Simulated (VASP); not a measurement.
# Si (Fd-3m) in VASP: further runs, part 2 of 2

VASP 6.6.1. The steps go on from the part before.

## 4. Single point, PBE (grid = ENCUT=500 dk=0.45 cell=2x2x1 ISMEAR=0 SIGMA=0.05 LREAL=Auto EDIFF=1e-06)

INCAR

```
SYSTEM = Si7W
ALGO = Fast
EDIFF = 1E-6
ENCUT = 500
GGA = PE
ISIF = 2
ISMEAR = 0
LASPH = .True.
LCHARG = .False.
LREAL = Auto
LWAVE = .False.
NBANDS = 29
NELM = 120
PREC = Accurate
SIGMA = 0.05
```

KPOINTS

```
k-points
0
Gamma
  5 5 5
  0 0 0
```

POSCAR

```
Si7W
1.0
    0.0000000000      5.4437023730      5.4437023730
    5.4437023730      0.0000000000      5.4437023730
    2.7218511865      2.7218511865      0.0000000000
W Si
1 7
Direct
    0.2500000000      0.2500000000      0.5000000000
    0.2500000000      0.7500000000      0.5000000000
    0.7500000000      0.2500000000      0.5000000000
    0.7500000000      0.7500000000      0.5000000000
    0.3750000000      0.3750000000      0.7500000000
    0.3750000000      0.8750000000      0.7500000000
    0.8750000000      0.3750000000      0.7500000000
    0.8750000000      0.8750000000      0.7500000000
```

Potentials or basis: VASP PAW PBE potentials, release 64 (W_sv, Si).

Run with:

```
> cat potpaw_PBE.64/W_sv/POTCAR potpaw_PBE.64/Si/POTCAR > POTCAR
> mpirun -np 1 vasp_std > vasp.out
```

OUTCAR:

```text
SYSTEM = Si7W
   EDIFF = 1E-6
   ENCUT = 500
   GGA = PE
   ISIF = 2
   ISMEAR = 0
   LASPH = .True.
   LREAL = Auto
   NELM = 120
   PREC = Accurate

 Found     27 irreducible k-points:

 Following reciprocal coordinates:
            Coordinates               Weight
  0.000000  0.000000  0.000000      1.000000
  0.200000  0.000000  0.000000      4.000000
  0.400000  0.000000  0.000000      4.000000
  0.200000  0.200000  0.000000      2.000000
  0.400000  0.200000  0.000000      4.000000
 -0.400000  0.200000  0.000000      4.000000
   k-points           NKPTS =     27   k-points in BZ     NKDIM =     27   number of bands    NBANDS=     29
   number of dos      NEDOS =    301   number of ions     NIONS =      8
   total plane-waves  NPLWV =  87808
   dimension x,y,z NGX =    56 NGY =   56 NGZ =   28
   dimension x,y,z NGXF=   112 NGYF=  112 NGZF=   56
   ions per type =               1   7
   NGX,Y,Z   is equivalent  to a cutoff of  12.09, 12.09, 12.09 a.u.
   NGXF,Y,Z  is equivalent  to a cutoff of  24.19, 24.19, 24.19 a.u.
 SYSTEM =  Si7W
   PREC   = accura    normal or accurate (medium, high low for compatibility)
   ISTART =      0    job   : 0-new  1-cont  2-samecut
   ICHARG =      2    charge: 1-file 2-atom 10-const
   ISPIN  =      1    spin polarized calculation?
   LNONCOLLINEAR =      F non collinear calculations
   LSORBIT =      F    spin-orbit coupling
   LASPH  =      T    aspherical Exc in radial PAW
   ENCUT  =  500.0 eV  36.75 Ry    6.06 a.u.  14.04 14.04  7.02*2*pi/ulx,y,z
   NELM   =    120;   NELMIN=  2; NELMDL= -5     # of ELM steps
   EDIFF  = 0.1E-05   stopping-criterion for ELM
   LREAL  =      T    real-space projection
   EDIFFG = 0.1E-04   stopping-criterion for IOM
   NSW    =      0    number of steps for IOM
   IBRION =     -1    ionic relax: 0-MD 1-quasi-New 2-CG
   NFREE  =      0    steps in history (QN), initial steepest desc. (CG)
   ISIF   =      2    stress and relaxation
   ISYM   =      2    0-nonsym 1-usesym 2-fastsym
   POTIM  = 0.5000    time-step for ionic-motion
   TEBEG  =    0.0;   TEEND  =   0.0 temperature during run
   PSTRESS=    0.0 pullay stress
   NELECT =      42.0000    total number of electrons
   NUPDOWN=      -1.0000    fix difference up-down
   EMIN   =  10.00;   EMAX   =-10.00  energy-range for DOS
   EFERMI =   0.00;   METHOD = LEGACY
   ISMEAR =     0;   SIGMA  =   0.05  broadening in eV -4-tet -1-fermi 0-gaus
   EFERMI_NEDOS =   21; number of points for ismear=-14 and -15
   IALGO  =     68    algorithm
   IMIX   =      4    mixing-type and parameters
     AMIX     =   0.40;   BMIX     =  1.00
     AMIX_MAG =   1.60;   BMIX_MAG =  1.00
  volume/ion in A,a.u.               =      20.16       136.08
  Fermi-wavevector in a.u.,A,eV,Ry     =   1.045354  1.975433 14.867982  1.092766
  Thomas-Fermi vector in A             =   2.180146
   LORBIT       =      0    0 simple, 1 ext, 2 COOP (PROOUT), +10 PAW based schemes
   GGA     = PE    functional components
   LHFCALC =     F    Hartree Fock is set to
   AEXX    =    0.0000 exact exchange contribution
   IVDW    =     0    specifies the selected vdW correction
   LEPSILON=     F    determine dielectric tensor
   LRPA    =     F    only Hartree local field effects (RPA)
 non-spin polarized calculation
 RMM-DIIS sequential band-by-band and
 Gauss-broadening in eV      SIGMA  =   0.05
  energy-cutoff  :      500.00
  volume of cell :      161.32
 maximum number of plane-waves:      4123
   NGX = 27   NGY = 27   NGZ = 15

 number of electron      42.0000005 magnetization

 Free energy of the ion-electron system (eV)
  ---------------------------------------------------
  ext. energy  EPLUGINS =         0.00000000
  ---------------------------------------------------
  free energy    TOTEN  =       -47.13932290 eV

  energy without entropy =      -47.13547829  energy(sigma->0) =      -47.13740059

 E-fermi :   5.8766     XC(G=0):  -9.7313

 val. band max:        5.8593361655   @ k =  -0.4000   0.4000   0.0000
 cond. band min:       5.9127512989   @ k =  -0.4000   0.2000   0.0000
 fundamental gap:      0.0534151334
 Fermi energy:         5.8766485469

 k-point     1 :       0.0000    0.0000    0.0000
  band No.  band energies     occupation
      1     -67.4566      2.00000
      2     -31.8184      2.00000
      3     -31.7737      2.00000
      4     -31.6949      2.00000
      5      -5.7339      2.00000
      6      -3.7096      2.00000
[... 181 lines left out ...]
     28       9.0937      0.00000
     29       9.7021      0.00000

 [... further k-points ...]

------------------------ aborting loop because EDIFF is reached ----------------------------------------

  FORCE on cell =-STRESS in cart. coord.  units (eV):
  Direction    XX          YY          ZZ          XY          YZ          ZX
  --------------------------------------------------------------------------------------
  -------------------------------------------------------------------------------------
  Total        4.5671805      4.5671805      5.7686016     -0.6007038      0.0000000      0.0000000
  in kB       45.3602707     45.3602707     57.2925315     -5.9660626      0.0000000      0.0000000
  external PRESSURE =      49.3376910 kB  Pullay stress =       0.0000000 kB

 VOLUME and BASIS-vectors are now :
 -----------------------------------------------------------------------------
  energy-cutoff  :      500.00
  volume of cell :      161.32
      direct lattice vectors                 reciprocal lattice vectors
     0.000000000  5.443702373  5.443702373    -0.091849254  0.091849254  0.091849254
     5.443702373  0.000000000  5.443702373     0.091849254 -0.091849254  0.091849254
     2.721851186  2.721851186  0.000000000     0.183698507  0.183698507 -0.183698507

 POSITION                                       TOTAL-FORCE (eV/Angst)
 -----------------------------------------------------------------------------------
      2.72185      2.72185      2.72185        -0.000000     -0.000000     -0.098025
      5.44370      2.72185      5.44370         0.224269     -0.224269      0.025817
      2.72185      5.44370      5.44370        -0.224269      0.224269      0.025817
      5.44370      5.44370      8.16555        -0.000000     -0.000000      0.277345
      4.08278      4.08278      4.08278         0.000000     -0.000000      0.974808
      6.80463      4.08278      6.80463        -0.474169      0.474169     -0.601402
      4.08278      6.80463      6.80463         0.474169     -0.474169     -0.601402
      6.80463      6.80463      9.52648         0.000000     -0.000000     -0.002958
 -----------------------------------------------------------------------------------
    total drift:                               -0.000001     -0.000001     -0.000136

  FREE ENERGIE OF THE ION-ELECTRON SYSTEM (eV)
  ---------------------------------------------------
  free  energy   TOTEN  =       -47.1393228988 eV

  energy  without entropy=      -47.1354782876  energy(sigma->0) =      -47.13740059
```

OSZICAR:

```text
N       E                     dE             d eps       ncg     rms          rms(c)
DAV:   1     0.174781994901E+03    0.17478E+03   -0.19450E+04  1782   0.123E+03
DAV:   2    -0.368267851650E+02   -0.21161E+03   -0.20323E+03  1801   0.247E+02
DAV:   3    -0.483490641565E+02   -0.11522E+02   -0.11232E+02  2043   0.516E+01
DAV:   4    -0.485875454310E+02   -0.23848E+00   -0.23582E+00  1954   0.773E+00
DAV:   5    -0.485919671641E+02   -0.44217E-02   -0.44099E-02  1962   0.115E+00    0.191E+01
RMM:   6    -0.474866875134E+02    0.11053E+01   -0.51733E+00  1867   0.898E+00    0.763E+00
RMM:   7    -0.471829488194E+02    0.30374E+00   -0.82466E-01  1763   0.398E+00    0.462E+00
RMM:   8    -0.471387917597E+02    0.44157E-01   -0.41802E-01  1945   0.271E+00    0.805E-01
RMM:   9    -0.471399252347E+02   -0.11335E-02   -0.73643E-02  2039   0.125E+00    0.306E-01
RMM:  10    -0.471390760266E+02    0.84921E-03   -0.11295E-02  1933   0.573E-01    0.171E-01
RMM:  11    -0.471392190653E+02   -0.14304E-03   -0.26545E-03  2062   0.288E-01    0.756E-02
RMM:  12    -0.471393068513E+02   -0.87786E-04   -0.77282E-04  2045   0.159E-01    0.378E-02
RMM:  13    -0.471393219342E+02   -0.15083E-04   -0.19758E-04  2111   0.869E-02    0.248E-02
RMM:  14    -0.471393209515E+02    0.98271E-06   -0.59583E-05  1916   0.512E-02    0.997E-03
RMM:  15    -0.471393225436E+02   -0.15920E-05   -0.18839E-05  2033   0.277E-02    0.114E-02
RMM:  16    -0.471393228988E+02   -0.35523E-06   -0.40595E-06  1519   0.129E-02
   1 F= -.47139323E+02 E0= -.47137401E+02  d E =-.384461E-02
```

Wall time 2.8 min (1 thread of Intel Xeon Platinum 8488C (Sapphire Rapids), shared host); peak memory 0.31 GiB.

These settings aren't checked as converged: the numbers below hold their error.

What came out:

- Free energy: -47.1393 eV
- Pressure: 4.9 GPa
- Largest force: 0.975 eV/Å
- Band gap on the k mesh: none (metal or under the smearing width)

Caveat: the k mesh is coarse (spacing up to 0.40 Å⁻¹), so the values aren't converged.

## 5. For comparison

An earlier run on the cell as given: functional PBE; potentials or basis VASP PAW PBE potentials, release 64 (Si); cutoff 520 eV; k mesh 8 × 8 × 8; occupations fermi-dirac, width 0.05 eV; no spin polarisation.

* Pressure: 1.3 GPa
* Band gap on the k mesh: 0.63 eV, indirect (least direct gap 2.56 eV)
